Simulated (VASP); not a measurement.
# Settings for Mg: equation of state

Mg, P6_3/mmc (no. 194), 2 atoms in the cell. LDA; PAW potentials Mg (LDA set). VASP 6.6.1.

Wanted: equilibrium volume within 0.2 %; bulk modulus within 1 %.

What the run is for: equation of state; Accuracy asked: standard.

The series start from Plane-wave cutoff (eV): 260; Smearing width (eV): 0.07; k-point mesh: 13 × 13 × 7; Volumes: 5 from 0.92 to 1.08; Precision mode (PREC): Accurate; Electronic threshold (eV): 1e-6; Aspherical gradient terms in the spheres (LASPH): yes; Start of each volume: each volume from scratch. Each series keeps the choices made before it, and each single choice may use up half of a tolerance. Times cover all steps of a run.

## Plane-wave cutoff (eV)

| Plane-wave cutoff (eV) | Equilibrium volume (Å³/atom) | Bulk modulus (GPa) | Time (s) |
|---|---|---|---|
| 160 | 21.46 | 40.94 | 18 |
| 200 | 21.45 | 40.63 | 18 |
| 230 | 21.44 | 40.87 | 23 |
| 260 | 21.43 | 40.79 | 28 |
| 300 | 21.42 | 40.68 | 33 |
| 350 | 21.42 | 40.76 | 37 |
| 420 | 21.42 | 40.77 | 54 |
| 520 | 21.42 | 40.79 | 52 |
| 600 (reference) | 21.42 | 40.79 | 107 |

Chosen: 230, the loosest value from which every tighter one stays within half of the tolerance.

## Smearing width (eV)

| Smearing width (eV) | Equilibrium volume (Å³/atom) | Bulk modulus (GPa) | Time (s) |
|---|---|---|---|
| 0.3 | 21.48 | 41.01 | 22 |
| 0.2 | 21.47 | 40.94 | 20 |
| 0.15 | 21.46 | 40.89 | 21 |
| 0.1 | 21.45 | 40.84 | 19 |
| 0.07 | 21.44 | 40.87 | 23 |
| 0.04 (reference) | 21.42 | 41.28 | 20 |

Chosen: 0.04; the next looser run is off by more than half of the tolerance, so convergence isn't shown beyond this value.

## k-point mesh

| k-point mesh | Equilibrium volume (Å³/atom) | Bulk modulus (GPa) | Time (s) |
|---|---|---|---|
| 4 × 4 × 3 | 21.47 | 42.15 | 7.7 |
| 6 × 6 × 3 | 21.54 | 42.08 | 9.3 |
| 7 × 7 × 4 | 21.59 | 41.47 | 10 |
| 9 × 9 × 5 | 21.42 | 41.77 | 12 |
| 11 × 11 × 6 | 21.44 | 41.9 | 17 |
| 13 × 13 × 7 | 21.42 | 41.28 | 20 |
| 16 × 16 × 9 (reference) | 21.48 | 41.5 | 30 |

Chosen: 16 × 16 × 9; the next looser run is off by more than half of the tolerance, so convergence isn't shown beyond this value.

## Volumes

| Volumes | Equilibrium volume (Å³/atom) | Bulk modulus (GPa) | Time (s) |
|---|---|---|---|
| 5 from 0.88 to 1.12 | 21.48 | 41.36 | 30 |
| 5 from 0.92 to 1.08 | 21.48 | 41.5 | 30 |
| 7 from 0.91 to 1.09 (reference) | 21.48 | 41.46 | 45 |

Chosen: 5 from 0.88 to 1.12.

## Precision mode (PREC)

| Precision mode (PREC) | Equilibrium volume (Å³/atom) | Bulk modulus (GPa) | Time (s) |
|---|---|---|---|
| SingleN | 21.5 | 41.13 | 24 |
| Normal | 21.48 | 41.35 | 22 |
| Accurate (reference) | 21.48 | 41.36 | 30 |

Chosen: Normal.

## Electronic threshold (eV)

| Electronic threshold (eV) | Equilibrium volume (Å³/atom) | Bulk modulus (GPa) | Time (s) |
|---|---|---|---|
| 0.001 | 21.48 | 41.35 | 17 |
| 0.0001 | 21.48 | 41.35 | 18 |
| 1e-5 | 21.48 | 41.35 | 24 |
| 1e-6 | 21.48 | 41.35 | 22 |
| 1e-7 (reference) | 21.48 | 41.35 | 25 |

Chosen: 0.001.

## Aspherical gradient terms in the spheres (LASPH)

| Aspherical gradient terms in the spheres (LASPH) | Equilibrium volume (Å³/atom) | Bulk modulus (GPa) | Time (s) |
|---|---|---|---|
| no | 21.48 | 41.35 | 15 |
| yes (reference) | 21.48 | 41.35 | 17 |

Chosen: no.

## Start of each volume

| Start of each volume | Equilibrium volume (Å³/atom) | Bulk modulus (GPa) | Time (s) |
|---|---|---|---|
| each volume from scratch | 21.48 | 41.35 | 15 |
| orbitals of the volume before (WAVECAR) | 21.48 | 41.6 | 9.2 |

Chosen: each volume from scratch; no other choice that stays within half of the tolerance saves 30 % of the time.

## All choices together

| Input | Equilibrium volume (Å³/atom) | Bulk modulus (GPa) | Time (s) |
|---|---|---|---|
| the program's defaults (naive) | 21.52 | 41.61 | 3.7 |
| chosen settings | 21.48 | 41.35 | 15 |
| reference settings throughout | 21.46 | 41.41 | 209 |

The chosen settings stay within the tolerance of the reference run, but the reference itself isn't shown to be converged in: Smearing width (eV), k-point mesh.

## The input

INCAR:
```
GGA      = CA             # functional
ISMEAR   = 0              # smearing method
SIGMA    = 0.04           # smearing width, eV
LWAVE    = False          # write WAVECAR
LCHARG   = False          # write CHGCAR
ISIF     = 2              # what is computed and relaxed
NSW      = 0              # ionic steps
PREC     = Normal         # precision mode
LASPH    = False          # aspherical terms in the spheres
LREAL    = False          # projectors in reciprocal space
ALGO     = Normal         # electronic algorithm
EDIFF    = 0.001          # SCF threshold, eV
NELM     = 120            # most SCF steps
GGA_COMPAT= False        
ENCUT    = 230            # plane-wave cutoff, eV
```

KPOINTS:
```
Automatic mesh
0
Gamma
  16 16 9
  0 0 0
```

POSCAR.step1:
```
Mg
1.0
    3.0754207495      0.0000000000      0.0000000000
   -1.5377103747      2.6633924964      0.0000000000
    0.0000000000      0.0000000000      4.9929469763
Mg
2
Direct
    0.6666666667      0.3333333333      0.7500000000
    0.3333333333      0.6666666667      0.2500000000
```

POSCAR.step2:
```
Mg
1.0
    3.1437856987      0.0000000000      0.0000000000
   -1.5718928494      2.7225982792      0.0000000000
    0.0000000000      0.0000000000      5.1039375022
Mg
2
Direct
    0.6666666667      0.3333333333      0.7500000000
    0.3333333333      0.6666666667      0.2500000000
```

POSCAR.step3:
```
Mg
1.0
    3.2093000000      0.0000000000      0.0000000000
   -1.6046500000      2.7793353284      0.0000000000
    0.0000000000      0.0000000000      5.2103000000
Mg
2
Direct
    0.6666666667      0.3333333333      0.7500000000
    0.3333333333      0.6666666667      0.2500000000
```

POSCAR.step4:
```
Mg
1.0
    3.2722434310      0.0000000000      0.0000000000
   -1.6361217155      2.8338459386      0.0000000000
    0.0000000000      0.0000000000      5.3124886887
Mg
2
Direct
    0.6666666667      0.3333333333      0.7500000000
    0.3333333333      0.6666666667      0.2500000000
```

POSCAR.step5:
```
Mg
1.0
    3.3328542642      0.0000000000      0.0000000000
   -1.6664271321      2.8863364600      0.0000000000
    0.0000000000      0.0000000000      5.4108904038
Mg
2
Direct
    0.6666666667      0.3333333333      0.7500000000
    0.3333333333      0.6666666667      0.2500000000
```

Commands (each step's output is kept before the next begins):
```
cat potpaw_LDA.64/Mg/POTCAR > POTCAR
cp POSCAR.step1 POSCAR
mpirun -np 1 vasp_std > vasp.out
cp POSCAR.step2 POSCAR
mpirun -np 1 vasp_std > vasp.out
cp POSCAR.step3 POSCAR
mpirun -np 1 vasp_std > vasp.out
cp POSCAR.step4 POSCAR
mpirun -np 1 vasp_std > vasp.out
cp POSCAR.step5 POSCAR
mpirun -np 1 vasp_std > vasp.out
```

Limits: Every volume keeps the cell's shape and the atoms' fractional positions, so the modulus is that of a clamped cell, stiffer than the relaxed one, above all in layered crystals.

The chosen input took VASP 6.6.1 15 s on 1 core (Intel Xeon Platinum 8259CL @ 2.50GHz (Skylake/Cascade Lake)), a shared host.

## An input that fails: cutoff far too low

It runs to its end, but against the unchanged starting input it is off by 0.25 % in the equilibrium volume, 7.7 % in the bulk modulus.

Changes against the starting input:
```
(all steps)
- PREC = Accurate
- NELM = 120
- ENCUT = 260
+ PREC = Low
+ NELM = 99
+ ENCUT = 120
```
